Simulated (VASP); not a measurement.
**Ca: single point with PBE**

Crystal: Ca.

```
CELL_PARAMETERS angstrom
-2.25163 2.21383 2.23487
2.21603 -2.23722 2.22267
2.28387 2.26947 -2.25827
ATOMIC_POSITIONS crystal
Ca 0.01023 0.00536 0.01779
```

The cell isn't the ideal one: cell strained at random at fixed volume.

- Program: VASP 6.6.1
- Task: single point
- Functional: PBE
- Potentials or basis: VASP PAW PBE potentials, release 64 (Ca_sv)
- Cutoff: 520 eV
- k mesh: 8 × 8 × 8
- Occupations: fermi-dirac, width 0.05 eV
- Spin: no spin polarisation

The pressure is -1.0 GPa and the band gap on the k mesh is none (metal or under the smearing width).

Stress tensor (GPa, compression positive):
```
-0.95 -0.17  0.18
-0.17 -0.96  0.11
 0.18  0.11 -0.98
```

Levels at points of the mesh, in eV from the Fermi level:
```csv
k point,band 3,band 4,band 5,band 6,band 7,band 8
"(0.00, 0.00, 0.00)",-23.11,-23.11,-3.93,2.17,2.19,2.31
"(0.50, 0.00, 0.00)",-23.15,-23.11,-0.81,-0.01,1.31,3.11
"(0.00, 0.50, 0.00)",-23.15,-23.11,-0.81,0.00,1.34,3.08
"(0.50, 0.50, 0.00)",-23.15,-23.11,-0.83,-0.02,1.37,3.06
"(0.00, 0.00, 0.50)",-23.14,-23.11,-0.89,-0.11,1.35,3.11
"(0.50, 0.00, 0.50)",-23.14,-23.11,-0.88,-0.10,1.32,3.14
"(0.00, 0.50, 0.50)",-23.14,-23.11,-0.86,-0.07,1.30,3.15
"(0.50, 0.50, 0.50)",-23.19,-23.18,0.13,0.15,3.63,3.69
```

Wall time 120 s on 1 thread of Intel(R) Xeon(R) Platinum 8488C (Sapphire Rapids), on a shared host, peak memory 0.25 GiB.
